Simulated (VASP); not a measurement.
Here is the system:

```xyz
2
Lattice="0.0000 3.0919 3.0919 3.0919 0.0000 3.0919 3.0919 3.0919 0.0000" Properties=species:S:1:pos:R:3 pbc="T T T"
Zn     0.0000     0.0000     0.0000
Te     1.5460     1.5460     1.5460
```

Level of theory: PBE GGA, VASP's PBE PAW potentials (set 64) (plane waves; VASP). Numerical set-up: 520 eV cut-off, Gaussian smearing of 0.050 eV, potentials Zn Te.

Unless said otherwise, spin-orbit coupling is left out, though it shifts the bands of the heavy elements here.

Task: Give the energies of bands 2 to 12 at the high-symmetry points, in eV from the valence-band maximum.

Result: 
| band | Γ | X | U | L | W |
|---|---|---|---|---|---|
| 2 | -6.77 | -6.70 | -6.70 | -6.72 | -6.69 |
| 3 | -6.77 | -6.64 | -6.66 | -6.72 | -6.66 |
| 4 | -6.77 | -6.64 | -6.61 | -6.56 | -6.59 |
| 5 | -6.56 | -6.54 | -6.56 | -6.56 | -6.58 |
| 6 | -6.56 | -6.37 | -6.33 | -6.43 | -6.31 |
| 7 | 0.00 | -4.80 | -4.68 | -4.92 | -4.66 |
| 8 | 0.00 | -2.03 | -2.87 | -0.83 | -2.65 |
| 9 | 0.00 | -2.03 | -1.69 | -0.83 | -2.42 |
| 10 | 1.06 | 2.30 | 2.70 | 1.73 | 4.37 |
| 11 | 4.43 | 2.50 | 4.69 | 5.08 | 4.87 |
| 12 | 4.43 | 9.55 | 7.60 | 5.08 | 5.74 |

The gap is direct, 1.06 eV, from the valence maximum at Γ to the conduction minimum at Γ.

Measured: gap 2.43 eV (computed value off by -1.37 eV), as given by Anna Miglio et al., npj Computational Materials (2020), arXiv:2011.12765 [zero-point renormalisation of 40 meV (experimental, the table's column) added back].

The compound is ZnTe in the zinc blende structure. It was relaxed first.
